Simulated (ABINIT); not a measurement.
# C (Fd-3m) in ABINIT: further runs

Aim: see how the results for C move with the level of theory and the settings. Levels: BLYP+D3(BJ), LDA, PBE+D2, BP86+D3(BJ). Tasks: equation of state.

Program: ABINIT 10.8.3 (patched build). These are calculated values, not measurements. Logs are shortened: lines on timing, memory, paths and dates and some standing lists are left out, and cuts for length are marked. The log counts tension as positive stress, the text compression.

**The experiment to reproduce.**

From “Equation of state of cubic boron nitride at high pressures and temperatures”, 2007, arxiv:cond-mat/0702656, for a bulk crystal of C: bulk modulus 442 ± 5 GPa; bulk modulus 444.8 ± 0.8 GPa.

How close the calculation comes is told below.

## 1. Starting point

Symmetry: Fd-3m, No. 227, cubic system. Conventional cell: a = 3.567 Å, b = 3.567 Å, c = 3.567 Å, α = 90.00°, β = 90.00°, γ = 90.00°. Around C (site symmetry -43m) lie 4 C at 1.54 Å.

This isn't the form of C at room conditions, which is graphite.

## 2. Equation of state, BLYP+D3(BJ)

Input file run.abi:

```
# Datasets: one volume each
ndtset 7
getwfk -1
scalecart1 3*0.9795861087
scalecart2 3*0.9864848297
scalecart3 3*0.9932883884
scalecart4 3*1.0000000000
scalecart5 3*1.0066227096
scalecart6 3*1.0131594038
scalecart7 3*1.0196128224

# Pseudopotentials
pp_dirpath "./"
pseudos "C.GGA_PBE-JTH.xml"

# Structure
acell 3*1.0 Angstrom
rprim
     0.0000000000     1.7833700000     1.7833700000
     1.7833700000     0.0000000000     1.7833700000
     1.7833700000     1.7833700000     0.0000000000
ntypat 1
znucl 6
natom 2
typat 1 1
xred
     0.7500000000     0.7500000000     0.7500000000
     0.5000000000     0.5000000000     0.5000000000

# Plane-wave basis
ecut 544.227725 eV
pawecutdg 40.0

# k points
kptopt 1
ngkpt 13 13 13
nshiftk 1
shiftk 0.0 0.0 0.0

# Exchange and correlation
ixc -106131
vdw_xc 7

# Bands and occupations
nband 8
occopt 3
tsmear 0.05 eV

# SCF cycle
nstep 100
tolvrs 1.0e-9

# Output
iomode 3
prtwf 1
prtden 0
prteig 0
prtebands 0
enunit 2
```

Potentials or basis: JTH PAW PBE v2.0.

On the command line:

```
> abinit run.abi > log 2>&1
```

run.abo:

```text
.Version 10.8.3 of ABINIT
 DATASET    1 : space group Fd -3 m (#227); Bravais cF (face-center cubic)
================================================================================
 Values of the parameters that define the memory need for DATASET  1.
     intxc =       0    ionmov =       0      iscf =      17    lmnmax =       8
     lnmax =       4     mgfft =      20  mpssoang =       2    mqgrid =    3001
     natom =       2  nloc_mem =       2    nspden =       1   nspinor =       1
    nsppol =       1      nsym =      48    n1xccc =       1    ntypat =       1
    occopt =       3   xclevel =       2
       mpw =         322          nfft =        8000          nkpt =          84
 PAW method is used; the additional fine FFT grid is defined by:
   mgfftf=        30    nfftf =     27000
================================================================================
================================================================================
[... 71 lines left out ...]
 DATASET    7 : space group Fd -3 m (#227); Bravais cF (face-center cubic)
================================================================================
 Values of the parameters that define the memory need for DATASET  7.
     intxc =       0    ionmov =       0      iscf =      17    lmnmax =       8
     lnmax =       4     mgfft =      20  mpssoang =       2    mqgrid =    3001
     natom =       2  nloc_mem =       2    nspden =       1   nspinor =       1
    nsppol =       1      nsym =      48    n1xccc =       1    ntypat =       1
    occopt =       3   xclevel =       2
       mpw =         356          nfft =        8000          nkpt =          84
 PAW method is used; the additional fine FFT grid is defined by:
   mgfftf=        30    nfftf =     27000
================================================================================
================================================================================

--------------------------------------------------------------------------------
------------- Echo of variables that govern the present computation ------------
--------------------------------------------------------------------------------
 -outvars: echo values of preprocessed input variables --------
            acell      1.8897261259E+00  1.8897261259E+00  1.8897261259E+00 Bohr
              amu      1.20110000E+01
             ecut      2.00000000E+01 Hartree
           enunit           2
           getwfk          -1
                       outvar_i_n : Printing only first  50 k-points.
              ixc     -106131
           jdtset        1    2    3    4    5    6    7
                       outvar_i_n : Printing only first  50 k-points.
         kptrlatt       13    0    0      0   13    0      0    0   13
          kptrlen1     6.06933755E+01
          kptrlen2     6.11208078E+01
          kptrlen3     6.15423439E+01
          kptrlen4     6.19581831E+01
          kptrlen5     6.23685142E+01
          kptrlen6     6.27735159E+01
[... 76 lines left out ...]

================================================================================

 chkinp: Checking input parameters for consistency, jdtset=   1.

 chkinp: Checking input parameters for consistency, jdtset=   2.
[... 39 lines left out ...]
 getcut : COMMENT -
  Note that boxcut > 2.2 ; recall that boxcut=Gcut(box)/Gcut(sphere) = 2
  is sufficient for exact treatment of convolution.
  Such a large boxcut is a waste : you could raise ecut
  e.g. ecut=   51.052900 Hartrees makes boxcut=2

--- Pseudopotential description ------------------------------------------------
- pspini: atom type   1  psp file is ./C.GGA_PBE-JTH.xml
 Pseudopotential format is: paw10
 basis_size (lnmax)=  4 (lmn_size=  8), orbitals=   0   0   1   1
 Spheres core radius: rc_sph= 1.50736703
 Shapefunction is SIN type: shapef(r)=[sin(pi*r/rshp)/(pi*r/rshp)]**2
 Radius for shape functions =  1.30052589
 Compensation charge density is not taken into account in XC energy/potential

   6.99883411E+01                                ecore*ucvol(ha*bohr**3)
--------------------------------------------------------------------------------

================================================================================

--- !BeginCycle
iteration_state: {dtset: 1, }
solver: {iscf: 17, nstep: 100, nline: 4, wfoptalg: 10, }
tolerances: {tolvrs: 1.00E-09, }
...
[... 1253 lines left out ...]
-Cartesian components of stress tensor (GPa)         [Pressure= -2.1838E+01 GPa]
- sigma(1 1)=  2.18378577E+01  sigma(3 2)=  0.00000000E+00
- sigma(2 2)=  2.18378577E+01  sigma(3 1)=  0.00000000E+00
- sigma(3 3)=  2.18378577E+01  sigma(2 1)=  0.00000000E+00

== END DATASET(S) ==============================================================
================================================================================

 -outvars: echo values of variables after computation  --------
            acell      1.8897261259E+00  1.8897261259E+00  1.8897261259E+00 Bohr
           etotal1    -1.1469544444E+01
           etotal2    -1.1470851015E+01
           etotal3    -1.1471557999E+01
           etotal4    -1.1471812914E+01
           etotal5    -1.1471599159E+01
           etotal6    -1.1470967972E+01
           etotal7    -1.1470007325E+01
            fcart1    -8.1563563860E-29 -1.6312712772E-28  1.6312712772E-28
                       8.1563563860E-29  1.6312712772E-28 -1.6312712772E-28
            fcart2    -1.8223463391E-28 -3.0372438985E-28  3.0372438985E-28
                       1.8223463391E-28  3.0372438985E-28 -3.0372438985E-28
            fcart3     1.6087681094E-28  1.6087681094E-28 -6.4350724375E-28
                      -1.6087681094E-28 -1.6087681094E-28  6.4350724375E-28
            fcart4    -9.9873167667E-29  1.7977170180E-28 -2.5967023593E-28
                       9.9873167667E-29 -1.7977170180E-28  2.5967023593E-28
            fcart5    -6.7466940062E-28  1.0715337539E-27  3.9686435330E-29
                       6.7466940062E-28 -1.0715337539E-27 -3.9686435330E-29
[... 38 lines left out ...]
                       0.0000000000E+00  0.0000000000E+00  0.0000000000E+00
           xangst1     2.6204467180E+00  2.6204467180E+00  2.6204467180E+00
                       1.7469644787E+00  1.7469644787E+00  1.7469644787E+00
           xangst2     2.6389011761E+00  2.6389011761E+00  2.6389011761E+00
                       1.7592674507E+00  1.7592674507E+00  1.7592674507E+00
           xangst3     2.6571010698E+00  2.6571010698E+00  2.6571010698E+00
                       1.7714007132E+00  1.7714007132E+00  1.7714007132E+00
           xangst4     2.6750550000E+00  2.6750550000E+00  2.6750550000E+00
                       1.7833700000E+00  1.7833700000E+00  1.7833700000E+00
           xangst5     2.6927711124E+00  2.6927711124E+00  2.6927711124E+00
                       1.7951807416E+00  1.7951807416E+00  1.7951807416E+00
           xangst6     2.7102571289E+00  2.7102571289E+00  2.7102571289E+00
                       1.8068380860E+00  1.8068380860E+00  1.8068380860E+00
           xangst7     2.7275203786E+00  2.7275203786E+00  2.7275203786E+00
                       1.8183469191E+00  1.8183469191E+00  1.8183469191E+00
             xred      7.5000000000E-01  7.5000000000E-01  7.5000000000E-01
                       5.0000000000E-01  5.0000000000E-01  5.0000000000E-01
 Calculation completed.
```

It took 41 s on 1 thread of Arm Neoverse V1, shared host; peak memory 0.12 GiB.

What came out:

```
Equilibrium volume                      : 5.67 Å³/atom
Bulk modulus                            : 429 GPa
Pressure derivative of the bulk modulus : 4.6 (rough: it moves with the points fitted)
```

Energy against volume, from the lowest point:
| volume (Å³/atom) | energy (meV/atom) |
| --- | --- |
| 5.332 | 30.86 |
| 5.445 | 13.09 |
| 5.558 | 3.47 |
| 5.672 | 0.00 |
| 5.785 | 2.91 |
| 5.899 | 11.50 |
| 6.012 | 24.57 |

Caveat: pressures at fixed basis lie under the slope of the energies; the PAW data sets were made with another functional, which shifts forces and pressure a little; the atomic spheres overlap.

## 3. Equation of state, LDA

Input file run.abi:

```
ndtset 7
getwfk -1
scalecart1 3*0.9795861087
scalecart2 3*0.9864848297
scalecart3 3*0.9932883884
scalecart4 3*1.0000000000
scalecart5 3*1.0066227096
scalecart6 3*1.0131594038
scalecart7 3*1.0196128224

pp_dirpath "./"
pseudos "C.hgh"

acell 3*1.0
rprim
     0.0000000000     3.3700808789     3.3700808789
     3.3700808789     0.0000000000     3.3700808789
     3.3700808789     3.3700808789     0.0000000000
ntypat 1
znucl 6
natom 2
typat 1 1
xred
     0.7500000000     0.7500000000     0.7500000000
     0.5000000000     0.5000000000     0.5000000000

ecut 40.0

kptopt 1
ngkpt 13 13 13
nshiftk 1
shiftk 0.0 0.0 0.0

ixc 7

nband 8
occopt 3
tsmear 0.05 eV

nstep 100
tolvrs 1.0e-10

iomode 3
prtwf 1
prtden 0
prteig 0
prtebands 0
enunit 1
```

Potentials or basis: HGH LDA.

On the command line:

```
> abinit run.abi > log 2>&1
```

It took 68 s on 1 thread of Arm Neoverse V1, shared host; peak memory 0.1 GiB.

The run converged. Its results:

| Quantity | Value |
| --- | --- |
| Equilibrium volume | 5.52 Å³/atom |
| Bulk modulus | 471 GPa |
| Pressure derivative of the bulk modulus | 3.7 |

Energy against volume, from the lowest point:
```
volume (Å³/atom)  energy (meV/atom)
           5.332               8.99
           5.445               0.88
           5.558               0.00
           5.672               5.84
           5.785              17.58
           5.899              34.87
           6.012              57.10
```

Caveat: the cutoff is too short for stress, so the log's stress isn't used; pressures at fixed basis lie under the slope of the energies; HGH potentials are hard and often keep d shells in the core, so these values are rough. Zero-point motion and thermal expansion aren't in these numbers.

## 4. Equation of state, PBE+D2

Input file run.abi:

```
# Datasets: one volume each
ndtset 7
getwfk -1
scalecart1 3*0.9795861087
scalecart2 3*0.9864848297
scalecart3 3*0.9932883884
scalecart4 3*1.0000000000
scalecart5 3*1.0066227096
scalecart6 3*1.0131594038
scalecart7 3*1.0196128224

# Pseudopotentials
pp_dirpath "./"
pseudos "C.GGA_PBE-JTH.xml"

# Structure
acell 3*1.0 Angstrom
rprim
     0.0000000000     1.7833700000     1.7833700000
     1.7833700000     0.0000000000     1.7833700000
     1.7833700000     1.7833700000     0.0000000000
ntypat 1
znucl 6
natom 2
typat 1 1
xred
     0.7500000000     0.7500000000     0.7500000000
     0.5000000000     0.5000000000     0.5000000000

# Plane-wave basis
ecut 20.0
pawecutdg 40.0

# k points
kptopt 1
ngkpt 13 13 13
nshiftk 1
shiftk 0.0 0.0 0.0

# Exchange and correlation
ixc 11
vdw_xc 5

# Bands and occupations
nband 8
occopt 3
tsmear 0.00183747

# SCF cycle
nstep 100
tolvrs 1.0e-9

# Output
iomode 3
prtwf 1
prtden 0
prteig 0
prtebands 0
enunit 1
```

Potentials or basis: JTH PAW PBE v2.0.

On the command line:

```
> abinit run.abi > log 2>&1
```

Wall time 31 s (1 thread of Arm Neoverse V1, shared host); peak memory 0.11 GiB.

The run converged. Its results:

```
Equilibrium volume                      : 5.65 Å³/atom
Bulk modulus                            : 445 GPa
Pressure derivative of the bulk modulus : 3.8 (rough: it moves with the points fitted)
```

Energy against volume, from the lowest point:
```csv
volume (Å³/atom),energy (meV/atom)
5.332,27.47
5.445,10.88
5.558,1.96
5.672,0.00
5.785,4.03
5.899,13.76
6.012,28.79
```

Caveat: pressures at fixed basis lie under the slope of the energies; the atomic spheres overlap.

## 5. Equation of state, BP86+D3(BJ)

run.abi, as its differences from that of step 4:

```diff
@@ -16,7 +16,7 @@
 # Structure
-acell 3*1.0 Angstrom
+acell 2.5220660407 2.5220660407 2.5220660407 Angstrom
 rprim
-     0.0000000000     1.7833700000     1.7833700000
-     1.7833700000     0.0000000000     1.7833700000
-     1.7833700000     1.7833700000     0.0000000000
+     0.0000000000     0.7071067812     0.7071067812
+     0.7071067812     0.0000000000     0.7071067812
+     0.7071067812     0.7071067812     0.0000000000
 ntypat 1
@@ -30,3 +30,3 @@
 # Plane-wave basis
-ecut 20.0
+ecut 544.227725 eV
 pawecutdg 40.0
@@ -40,4 +40,4 @@
 # Exchange and correlation
-ixc 11
-vdw_xc 5
+ixc -106132
+vdw_xc 7
```

On the command line:

```
> abinit run.abi > log 2>&1
```

Run time: 41 s. Hardware: 1 thread of Arm Neoverse V1, shared host; peak memory 0.12 GiB.

It converged, with:

```
Equilibrium volume                      : 5.61 Å³/atom
Bulk modulus                            : 446 GPa
Pressure derivative of the bulk modulus : 4.1
```

Energy against volume, from the lowest point:
```tsv
volume (Å³/atom)	energy (meV/atom)
5.332	20.37
5.445	6.40
5.558	0.00
5.672	0.22
5.785	6.43
5.899	18.17
6.012	34.81
```

Caveat: pressures at fixed basis lie under the slope of the energies; the PAW data sets were made with another functional, which shifts forces and pressure a little; the atomic spheres overlap.

## 6. Summary

```csv
level,V0 of scaled cells (Å³/atom),B0 (GPa)
BLYP+D3(BJ),5.67,429
PBE+D2,5.65,445
BP86+D3(BJ),5.61,446
```

Alike in all rows: task equation of state; potentials or basis JTH PAW PBE v2.0; no spin polarisation; cell as given; k mesh 13 × 13 × 13; cutoff (eV) 544; smearing fermi-dirac 0.05 eV.

Caveats: pressures at fixed basis lie under the slope of the energies; the atomic spheres overlap; the PAW data sets were made with another functional, which shifts forces and pressure a little (some runs).

Absolute energies hang on the potentials; compare differences alone.

## 7. Against experiment

Step 2. Measured bulk modulus of C: 442 GPa (quoted in “Equation of state of cubic boron nitride at high pressures and temperatures”, 2007, arxiv:cond-mat/0702656). This calculation gives 429 GPa (-2.9 %). 3 values of this kind are on record (442 to 444.8 GPa); this one was drawn at random among those near their median, those with a stated uncertainty first. The fit is for a static lattice scaled at fixed shape and fixed fractional positions. The cell as given is a measured one (5.67 Å³/atom); BLYP+D3(BJ) puts the equilibrium volume +0.0 % from it, thermal expansion not counted.

Step 4. A measured bulk modulus of C is 442 GPa (quoted in “Equation of state of cubic boron nitride at high pressures and temperatures”, 2007, arxiv:cond-mat/0702656); the calculated 445 GPa misses it by +0.8 %. 3 values of this kind are on record (442 to 444.8 GPa); this one was drawn at random among those near their median, those with a stated uncertainty first. The fit is for a static lattice scaled at fixed shape and fixed fractional positions. The cell as given is a measured one (5.67 Å³/atom); PBE+D2 puts the equilibrium volume -0.4 % from it, thermal expansion not counted.

Step 5. Against the measured bulk modulus of C, 444.8 GPa (quoted in “Equation of state of cubic boron nitride at high pressures and temperatures”, 2007, arxiv:cond-mat/0702656), the calculated 446 GPa is off by +0.2 %. 3 values of this kind are on record (442 to 444.8 GPa); this one was drawn at random among those near their median, those with a stated uncertainty first. The fit is for a static lattice scaled at fixed shape and fixed fractional positions. The cell as given is a measured one (5.67 Å³/atom); BP86+D3(BJ) puts the equilibrium volume -1.1 % from it, thermal expansion not counted.
